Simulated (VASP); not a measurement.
Input of a VASP 6.6.1 run:

File INCAR:

```
SYSTEM = InAs
PREC = Accurate
ENCUT = 520
EDIFF = 1E-7
ISMEAR = 0
SIGMA = 0.15
LREAL = .False.
LASPH = .True.
NELM = 60
ALGO = Normal
ISIF = 2
LWAVE = .False.
LCHARG = .True.
GGA = PS
LELF = .True.
LVHAR = .True.
NBANDS = 16
```

File KPOINTS:

```
Automatic mesh
0
Gamma
  14 14 14
  0 0 0
```

POSCAR

```
InAs
1.0
    0.0000000000      3.0240000000      3.0240000000
    3.0240000000      0.0000000000      3.0240000000
    3.0240000000      3.0240000000      0.0000000000
In As
1 1
Direct
    0.0000000000      0.0000000000      0.0000000000
    0.7500000000      0.7500000000      0.7500000000
```

Potentials or basis: VASP PAW PBE potentials, release 64 (In_d, As).

The run is started by

```sh
$ cat potpaw_PBE.64/In_d/POTCAR potpaw_PBE.64/As/POTCAR > POTCAR
$ mpirun -np 1 vasp_std > vasp.out
```

(1) Predict the band gap on the k mesh.

(2) Estimate the pressure.

## Answers

(1) zero (filled and empty bands touch).

(2) 1.2 GPa.

Caveat: the PAW data sets were made with another functional, which shifts forces and pressure a little; spin-orbit coupling is left out, which moves the levels of the heavy elements.

**Measured values to compare with.**

A printed reference work, data compilation reports, for a bulk crystal of InAs at 4.2 K: band gap 0.418 eV (direct).

A measured gap of InAs is 0.418 eV (direct; 4.2 K; a printed reference work, data compilation); the calculated 0.00 eV misses it by -0.42 eV. Spin-orbit coupling on As, In is left out. The value is that of PBEsol on a finite k mesh, which can miss the band edges, without temperature or zero-point motion. Semilocal functionals fall short of measured gaps as a rule.
